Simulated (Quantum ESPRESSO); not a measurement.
Input of a Quantum ESPRESSO 7.5 run:

The input pw.in:

```
&CONTROL
  calculation = 'scf'
  prefix = 'pwscf'
  outdir = './tmp'
  pseudo_dir = './pseudo'
  tprnfor = .true.
  tstress = .true.
  disk_io = 'low'
/
&SYSTEM
  ibrav = 0
  celldm(1) = 8
  nat = 1
  ntyp = 1
  ecutwfc = 45
  ecutrho = 360
  nbnd = 13
  occupations = 'smearing'
  smearing = 'fd'
  degauss = 0.00367493
/
&ELECTRONS
  conv_thr = 2d-10
  electron_maxstep = 120
  mixing_beta = 0.5
/
ATOMIC_SPECIES
Sb   121.7600 sb_lda_v1.4.uspp.F.UPF
CELL_PARAMETERS alat
 -0.3724036463158   0.3724036463158   0.6406026127505
  0.3724036463158  -0.3724036463158   0.6406026127505
  0.3724036463158   0.3724036463158  -0.6406026127505
ATOMIC_POSITIONS crystal
Sb     0.0000000000    0.0000000000    0.0000000000
K_POINTS automatic
10 10 10 0 0 0
```

File nscf.in:

```
&CONTROL
  calculation = 'nscf'
  prefix = 'pwscf'
  outdir = './tmp'
  pseudo_dir = './pseudo'
  disk_io = 'low'
/
&SYSTEM
  ibrav = 0
  celldm(1) = 8
  nat = 1
  ntyp = 1
  ecutwfc = 45
  ecutrho = 360
  nbnd = 16
  occupations = 'smearing'
  smearing = 'fd'
  degauss = 0.00367493
  nosym = .true.
  noinv = .true.
/
&ELECTRONS
  conv_thr = 1d-09
  electron_maxstep = 120
  mixing_beta = 0.5
  diago_full_acc = .true.
  startingwfc = 'random'
/
ATOMIC_SPECIES
Sb   121.7600 sb_lda_v1.4.uspp.F.UPF
CELL_PARAMETERS alat
 -0.3724036463158   0.3724036463158   0.6406026127505
  0.3724036463158  -0.3724036463158   0.6406026127505
  0.3724036463158   0.3724036463158  -0.6406026127505
ATOMIC_POSITIONS crystal
Sb     0.0000000000    0.0000000000    0.0000000000
K_POINTS crystal
343
  0.00000000   0.00000000   0.00000000 2.91545190e-03
  0.00000000   0.00000000   0.14285714 2.91545190e-03
  0.00000000   0.00000000   0.28571429 2.91545190e-03
  0.00000000   0.00000000   0.42857143 2.91545190e-03
  0.00000000   0.00000000   0.57142857 2.91545190e-03
  0.00000000   0.00000000   0.71428571 2.91545190e-03
[... 335 lines left out ...]
  0.85714286   0.85714286   0.71428571 2.91545190e-03
  0.85714286   0.85714286   0.85714286 2.91545190e-03
```

The input pw2wan.in:

```
&INPUTPP
  prefix = 'pwscf'
  outdir = './tmp'
  seedname = 'w'
  write_mmn = .true.
  write_amn = .true.
/
```

File bands.in:

```
&CONTROL
  calculation = 'bands'
  prefix = 'pwscf'
  outdir = './tmp'
  pseudo_dir = './pseudo'
  disk_io = 'low'
/
&SYSTEM
  ibrav = 0
  celldm(1) = 8
  nat = 1
  ntyp = 1
  ecutwfc = 45
  ecutrho = 360
  nbnd = 16
  occupations = 'smearing'
  smearing = 'fd'
  degauss = 0.00367493
/
&ELECTRONS
  conv_thr = 1d-08
  electron_maxstep = 120
  mixing_beta = 0.5
  diago_full_acc = .true.
  startingwfc = 'random'
/
ATOMIC_SPECIES
Sb   121.7600 sb_lda_v1.4.uspp.F.UPF
CELL_PARAMETERS alat
 -0.3724036463158   0.3724036463158   0.6406026127505
  0.3724036463158  -0.3724036463158   0.6406026127505
  0.3724036463158   0.3724036463158  -0.6406026127505
ATOMIC_POSITIONS crystal
Sb     0.0000000000    0.0000000000    0.0000000000
K_POINTS crystal
63
  0.00000000   0.00000000   0.00000000 1
  0.00000000   0.00000000   0.05555600 1
  0.00000000   0.00000000   0.11111100 1
  0.00000000   0.00000000   0.16666700 1
  0.00000000   0.00000000   0.22222200 1
  0.00000000   0.00000000   0.27777800 1
  0.00000000   0.00000000   0.33333300 1
  0.00000000   0.00000000   0.38888900 1
  0.00000000   0.00000000   0.44444400 1
  0.00000000   0.00000000   0.50000000 1
 -0.05632500   0.05632500   0.50000000 1
 -0.11264900   0.11264900   0.50000000 1
 -0.16897400   0.16897400   0.50000000 1
 -0.21035200   0.21035200   0.45862200 1
 -0.25173100   0.25173100   0.41724400 1
 -0.29310900   0.29310900   0.37586500 1
 -0.33448700   0.33448700   0.33448700 1
 -0.29732200   0.29732200   0.29732200 1
 -0.26015700   0.26015700   0.26015700 1
 -0.22299100   0.22299100   0.22299100 1
 -0.18582600   0.18582600   0.18582600 1
 -0.14866100   0.14866100   0.14866100 1
 -0.11149600   0.11149600   0.11149600 1
 -0.07433000   0.07433000   0.07433000 1
 -0.03716500   0.03716500   0.03716500 1
  0.00000000   0.00000000   0.00000000 1
  0.07142900   0.07142900  -0.07142900 1
  0.14285700   0.14285700  -0.14285700 1
  0.21428600   0.21428600  -0.21428600 1
  0.28571400   0.28571400  -0.28571400 1
  0.35714300   0.35714300  -0.35714300 1
  0.42857100   0.42857100  -0.42857100 1
  0.50000000   0.50000000  -0.50000000 1
  0.45862200   0.54137800  -0.45862200 1
  0.41724400   0.58275600  -0.41724400 1
  0.37586500   0.62413500  -0.37586500 1
  0.33448700   0.66551300  -0.33448700 1
  0.25086500   0.62413500  -0.25086500 1
  0.16724400   0.58275600  -0.16724400 1
  0.08362200   0.54137800  -0.08362200 1
  0.00000000   0.50000000   0.00000000 1
  0.04166700   0.45833300   0.04166700 1
  0.08333300   0.41666700   0.08333300 1
  0.12500000   0.37500000   0.12500000 1
  0.16666700   0.33333300   0.16666700 1
  0.20833300   0.29166700   0.20833300 1
  0.25000000   0.25000000   0.25000000 1
  0.30000000   0.30000000   0.16620500 1
  0.35000000   0.35000000   0.08241000 1
  0.40000000   0.40000000  -0.00138500 1
  0.45000000   0.45000000  -0.08517900 1
  0.50000000   0.50000000  -0.16897400 1
  0.50000000   0.50000000  -0.22414500 1
  0.50000000   0.50000000  -0.27931600 1
  0.50000000   0.50000000  -0.33448700 1
  0.50000000   0.50000000  -0.38965800 1
  0.50000000   0.50000000  -0.44482900 1
  0.50000000   0.50000000  -0.50000000 1
  0.00000000   0.00000000   0.50000000 1
  0.06250000   0.06250000   0.43750000 1
  0.12500000   0.12500000   0.37500000 1
  0.18750000   0.18750000   0.31250000 1
  0.25000000   0.25000000   0.25000000 1
```

Contents of w.win:

```
num_wann = 4
num_bands = 11
guiding_centres = true
dis_froz_max = 14.48
dis_num_iter = 600
dis_mix_ratio = 0.5
dis_conv_tol = 1.0d-9
num_iter = 0
search_shells = 100
kmesh_tol = 1.0d-4
conv_tol = 1.0d-8
conv_window = 4
num_print_cycles = 200
fermi_energy = 11.4806
bands_plot = true
write_hr = true
mp_grid = 7 7 7
exclude_bands = 1-5
begin projections
Sb: s;p
end projections
begin unit_cell_cart
ang
 -1.5765401831   1.5765401831   2.7119384313
  1.5765401831  -1.5765401831   2.7119384313
  1.5765401831   1.5765401831  -2.7119384313
end unit_cell_cart
begin atoms_frac
Sb   0.0000000000   0.0000000000   0.0000000000
end atoms_frac
begin kpoint_path
G   0.0000000000   0.0000000000   0.0000000000  X   0.0000000000   0.0000000000   0.5000000000
X   0.0000000000   0.0000000000   0.5000000000  Y  -0.1689742169   0.1689742169   0.5000000000
Y  -0.1689742169   0.1689742169   0.5000000000  S  -0.3344871084   0.3344871084   0.3344871084
S  -0.3344871084   0.3344871084   0.3344871084  G   0.0000000000   0.0000000000   0.0000000000
G   0.0000000000   0.0000000000   0.0000000000  Z   0.5000000000   0.5000000000  -0.5000000000
Z   0.5000000000   0.5000000000  -0.5000000000  S1   0.3344871084   0.6655128916  -0.3344871084
S1   0.3344871084   0.6655128916  -0.3344871084  N   0.0000000000   0.5000000000   0.0000000000
N   0.0000000000   0.5000000000   0.0000000000  P   0.2500000000   0.2500000000   0.2500000000
P   0.2500000000   0.2500000000   0.2500000000  Y1   0.5000000000   0.5000000000  -0.1689742169
Y1   0.5000000000   0.5000000000  -0.1689742169  Z   0.5000000000   0.5000000000  -0.5000000000
X   0.0000000000   0.0000000000   0.5000000000  P   0.2500000000   0.2500000000   0.2500000000
end kpoint_path
bands_num_points = 9
begin kpoints
  0.00000000   0.00000000   0.00000000
  0.00000000   0.00000000   0.14285714
  0.00000000   0.00000000   0.28571429
  0.00000000   0.00000000   0.42857143
  0.00000000   0.00000000   0.57142857
  0.00000000   0.00000000   0.71428571
[... 335 lines left out ...]
  0.85714286   0.85714286   0.71428571
  0.85714286   0.85714286   0.85714286
end kpoints
```

Potentials or basis: GBRV 1.5 LDA.

Command:

```console
$ OMP_NUM_THREADS=1 pw.x -in pw.in > pw.out
$ OMP_NUM_THREADS=1 pw.x -in nscf.in > nscf.out
$ wannier90.x -pp w
$ OMP_NUM_THREADS=1 pw2wannier90.x -in pw2wan.in > pw2wan.out
$ wannier90.x w
$ OMP_NUM_THREADS=1 pw.x -in bands.in > bands.out
```

**Question.** What does it give for the total Wannier spread?

**Answer.** 9.61 Å² over 4 functions.

**Question.** What does it give for the RMS miss of the Wannier bands?

**Answer.** 0.054 eV.

**Question.** Predict the pressure.

**Answer.** -2.4 GPa.

**Question.** What does it give for the band gap on the k mesh?

**Answer.** None (metal or under the smearing width).

Wannier functions:
```csv
function,nearest atom,distance (Å),spread (Å²),on-site energy from the reference level (eV)
1,1 Sb,0.00,1.56,-8.61
2,1 Sb,0.00,2.89,-0.74
3,1 Sb,0.00,2.58,-0.33
4,1 Sb,0.00,2.58,-0.33
```

Caveat: spin-orbit coupling is left out, which moves the levels of the heavy elements.
